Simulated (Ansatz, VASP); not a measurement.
## One calculation of SiGe, two programs

```
CELL_PARAMETERS angstrom
3.76344 0.00000 0.00000
-1.88172 3.25924 0.00000
0.00000 0.00000 6.21949
ATOMIC_POSITIONS crystal
Si 0.66667 0.33333 0.87450
Si 0.33333 0.66667 0.37450
Ge 0.66667 0.33333 0.51613
Ge 0.33333 0.66667 0.01613
```

Alike in both runs: task single point; functional LDA; k mesh 12 × 12 × 6; occupations gaussian, width 0.03 eV; no spin polarisation.

|  | VASP | Ansatz |
| --- | --- | --- |
| version | VASP 6.6.1 | Ansatz 0.2.0 |
| potentials or method | VASP PAW LDA potentials, release 64 (Si, Ge_d) | scalar-relativistic, plane waves, PAW |
| plane-wave cutoff (eV) | 520 | 420 |
| valence electrons in the cell | 36 | 36 |

```tsv
	VASP	Ansatz	Ansatz less VASP
gap on the k mesh at the Fermi level (eV)	none	none	-
pressure (GPa)	8.9	8.8	-0.12
largest component of the traceless stress (GPa)	6.69	6.68	-0.009
rms of the force components (eV/Å)	0.925	0.925	+0.0004
```

Atom by atom the forces differ by 0.000 eV/Å (rms over components). A gap of «none» marks a metal or a gap that the smearing closes. Ansatz warned: «pseudo_functional_mismatch».

Caveats: forces of over 1 eV/Å show positions far from the minimum, so gaps and moduli don't describe the material at rest.
